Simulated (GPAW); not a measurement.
# FeO (F-43m) in GPAW: further runs, part 2 of 2

GPAW 26.7.0. Earlier steps stand in the parts before.

## 4. Magnons, LDA, collinear spin, ferromagnetic start

This run uses another cell than the first one, of 13.24 Å³/atom, 1.043 times its volume.

The input, run.py:

```python
import numpy as np
from ase.dft.bandgap import bandgap
from ase.io import read, write
from gpaw import GPAW, PW
from gpaw.response import ResponseContext, ResponseGroundStateAdapter
from gpaw.response.chiks import ChiKSCalculator
from gpaw.response.heisenberg import calculate_fm_magnon_energies
from gpaw.response.localft import LocalFTCalculator
from gpaw.response.mft import IsotropicExchangeCalculator
from gpaw.response.site_kernels import SphericalSiteKernels

atoms = read('FeO.xyz')
atoms.set_initial_magnetic_moments([4.0, 0.0])

calc = GPAW(mode=PW(600),
            xc='LDA',
            kpts={'size': (8, 8, 8), 'gamma': True},
            occupations={'name': 'fermi-dirac', 'width': 0.05},
            nbands=17,
            convergence={'density': 0.0001},
            maxiter=150,
            txt='gpaw.txt')
atoms.calc = calc
energy = atoms.get_potential_energy()
calc.write('gs.gpw')
write('result.traj', atoms)
print(f'Energy: {energy:.6f} eV')
print('Moments:', calc.get_magnetic_moments().round(3))
print('Fermi level:', round(calc.get_fermi_level(), 4), 'eV')
print(f'Gap: {bandgap(calc)[0]:.4f} eV, direct: {bandgap(calc, direct=True)[0]:.4f} eV')

dense = calc.fixed_density(kpts={'size': (8, 8, 8), 'gamma': True},
                           nbands=31, convergence={'bands': 25, 'eigenstates': 1e-12},
                           update_fermi_level=True, maxiter=300, txt='dense.txt')
dense.write('dense.gpw', mode='all')

sites = [0]
moments = calc.get_magnetic_moments()[sites]
q_qc = np.array([[0.0, 0.0, 0.0], [0.125, 0.0, 0.0], [0.25, 0.0, 0.0], [0.5, 0.0, 0.0], [0.125, 0.125, 0.0], [0.25, 0.25, 0.0], [0.5, 0.5, 0.0]])
gs = ResponseGroundStateAdapter.from_gpw_file('dense.gpw')
context = ResponseContext(txt='mft.txt')
chiks = ChiKSCalculator(gs, context, ecut=150, nbands=25, gammacentered=True)
exchange = IsotropicExchangeCalculator(chiks, LocalFTCalculator.from_rshe_parameters(gs, context))
kernels = SphericalSiteKernels(atoms.positions[sites], [[0.973] * len(sites)])
J_qab = np.array([exchange(q_c, kernels)[..., 0] for q_c in q_qc])
E_qn = calculate_fm_magnon_energies(J_qab, q_qc, moments)
np.savetxt('exchange.dat', np.c_[q_qc, 1000 * J_qab.real.reshape((len(q_qc), -1))], fmt='%.4f')
np.savetxt('magnons.dat', np.c_[q_qc, 1000 * E_qn.real], fmt='%.4f')
for q_c, E_n in zip(q_qc, E_qn):
    print(q_c.round(4), 'magnon energies (meV):', (1000 * E_n.real).round(2))
```

The input, FeO.xyz:

```xyz
2
Lattice="0.0000000000 2.3658968058 2.3658968058 2.3658968058 0.0000000000 2.3658968058 2.3658968058 2.3658968058 0.0000000000" Properties=species:S:1:pos:R:3 pbc="T T T"
Fe     0.0000000000      0.0000000000      0.0000000000
O      1.1829484029      1.1829484029      1.1829484029
```

Potentials or basis: the program's PAW data sets (release 1.2.1) made for this functional, pw.

Run with:

```sh
OMP_NUM_THREADS=1 python run.py
```

gpaw.txt:

```text
__  _  _
 | _ |_)|_||  |
 |__||  | ||/\| - 26.7.0

Input parameters:
  mode=PW(ecut=600.0),
  convergence={'density': 0.0001},
  kpts=MonkhorstPack(size=(8, 8, 8), gamma=True),
  maxiter=150,
  nbands=17,
  occupations=Occupations(name='fermi-dirac', width=0.05),
  xc=XC(name='LDA')

Diagonalizing LCAO Hamiltonian
Converting LCAO to pw mode

           O

       Fe

Atoms  # Å, Bohr magnetons
|   | symbol |        x |        y |        z |    initial magnetic moments |
|---|--------|----------|----------|----------|-----------------------------|
| 0 |     Fe | 0.000000 | 0.000000 | 0.000000 | ( 0.0000,  0.0000,  4.0000) |
| 1 |      O | 1.182948 | 1.182948 | 1.182948 | ( 0.0000,  0.0000,  0.0000) |

Unit cell  # Å
| periodic |        x |        y |        z |  lengths |    angles |
|----------|----------|----------|----------|----------|-----------|
[... 191 lines left out ...]
  Extrapolated:    -17.242586

dipole moment: (-12.519146, -12.519146, -12.519146)  # |e|*Ang

Total magnetic moment: (0.000000, 0.000000, 4.006305)

Local magnetic moments
|        x |        y |        z |
|----------|----------|----------|
| 0.000000 | 0.000000 | 3.483904 |  # Fe   0
| 0.000000 | 0.000000 | 0.226474 |  # O    1

Fermi level: 5.465
Eigenvalues  # (at kpt = [0.000, 0.000, 0.000])
| band index |      eig [eV] | occ [0-1] |      eig [eV] | occ [0-1] |
|------------|---------------|-----------|---------------|-----------|
|          0 |       -13.968 |     1.000 |       -13.404 |     1.000 |
|          1 |        -0.672 |     1.000 |         0.666 |     1.000 |
|          2 |        -0.672 |     1.000 |         0.666 |     1.000 |
|          3 |        -0.672 |     1.000 |         0.666 |     1.000 |
|          4 |         2.265 |     1.000 |         5.198 |     0.995 |
|          5 |         2.265 |     1.000 |         5.570 |     0.109 |
|          6 |         4.576 |     1.000 |         5.570 |     0.109 |
|          7 |         5.127 |     0.999 |         7.735 |     0.000 |
|          8 |         5.127 |     0.999 |         7.735 |     0.000 |
|          9 |         5.127 |     0.999 |         7.735 |     0.000 |
|         10 |        12.065 |     0.000 |        15.043 |     0.000 |
|         11 |        12.065 |     0.000 |        15.043 |     0.000 |
|         12 |        12.065 |     0.000 |        15.043 |     0.000 |
|         13 |        17.724 |     0.000 |        18.550 |     0.000 |
|         14 |        17.724 |     0.000 |        18.550 |     0.000 |
|        ... |               |           |               |           |
|         16 |        23.320 |     0.000 |        23.717 |     0.000 |

No gap
No difference between direct/indirect transitions
# Writing to gs.gpw (mode='')
```

stdout:

```text
Energy: -17.242586 eV
Moments: [3.484 0.226]
Fermi level: 5.465 eV
Gap: 0.0000 eV, direct: 0.0000 eV
[0. 0. 0.] magnon energies (meV): [0.]
[0.125 0.    0.   ] magnon energies (meV): [-8.15]
[0.25 0.   0.  ] magnon energies (meV): [-26.98]
[0.5 0.  0. ] magnon energies (meV): [-46.93]
[0.125 0.125 0.   ] magnon energies (meV): [-16.89]
[0.25 0.25 0.  ] magnon energies (meV): [-37.3]
[0.5 0.5 0. ] magnon energies (meV): [-24.67]
```

It took 2.2 min on 1 thread of Arm Neoverse V1, shared host; peak memory 0.41 GiB.

What came out:

- Free energy: -17.2525 eV
- Band gap on the k mesh: none (metal or under the smearing width)
- Net moment: 4.01 μB per cell
- Site moments: Fe +3.48; O +0.23 μB

Caveat: the number of bands moves the energies at small q by some ten meV; the exchange constants hang on this mesh and on the site radius; magnon energies are noisy on this mesh; a cell with one magnetic atom can't hold antiferromagnetic order, which such compounds often take; semilocal functionals often make such compounds metallic where correlation or magnetic order opens a gap, which also shifts bond lengths. With open d or f shells a metallic result of LDA can be an artefact of self-interaction; +U or a hybrid may open a gap.

## 5. Overview

| cell | site radius | gap on the mesh (eV) | moment (μB) |
| --- | --- | --- | --- |
| F-43m, 12.7 Å³/atom | 0.96 | none | 4.00 |
| F-43m, 12.97 Å³/atom | 0.967 | none | 4.00 |
| F-43m, 13.24 Å³/atom | 0.973 | none | 4.01 |

Alike in all rows: task magnons; level LDA; potentials or basis the program's PAW data sets (release 1.2.1) made for this functional, pw; spin collinear, ferromagnetic start; k mesh 8 × 8 × 8; cutoff (eV) 600; smearing fermi-dirac 0.05 eV.

Every run on the cell as given and a fine mesh finds a metal.

Caveats: the number of bands moves the energies at small q by some ten meV; the exchange constants hang on this mesh and on the site radius; magnon energies are noisy on this mesh; a cell with one magnetic atom can't hold antiferromagnetic order, which such compounds often take; semilocal functionals often make such compounds metallic where correlation or magnetic order opens a gap, which also shifts bond lengths.

Absolute energies hang on the potentials; compare differences alone.
